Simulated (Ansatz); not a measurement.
# Ba: hydrostatic pressure series

Method: Ansatz, DFT PBEsol, scalar-relativistic, plane waves, PAW. (420 eV cutoff, 10×10×6 k-mesh, Gaussian smearing of 0.10 eV, no spin polarisation)

The relaxed crystal:

```
Ba
1.0
     3.45551   -2.43540    0.00000
     3.45551    2.43540    0.00000
     0.00000    0.00000    6.91957
Ba
2
Direct
  0.75071 0.24929 0.25000
  0.24929 0.75071 0.75000
```

Cell and atoms are relaxed at each pressure within the symmetry of the start, at zero temperature, so transitions that lower the symmetry aren't seen. The k-mesh given is that at zero pressure and may differ at others.

Question: Give the structure at 25 GPa.

Answer:
```
Ba
1.0
     2.29122   -2.29135    0.00000
     2.29122    2.29135    0.00000
     0.00000    0.00000    4.55727
Ba
2
Direct
  0.75000 0.25000 0.25000
  0.25000 0.75000 0.75000
```
The structure is tetragonal, space group I4/mmm (No. 139). Conventional cell: a = 3.240 Å, b = 3.240 Å, c = 4.557 Å, α = 90.00°, β = 90.00°, γ = 90.00°. Around Ba (site symmetry 4/mmm) lie 12 Ba at 3.23 to 3.24 Å.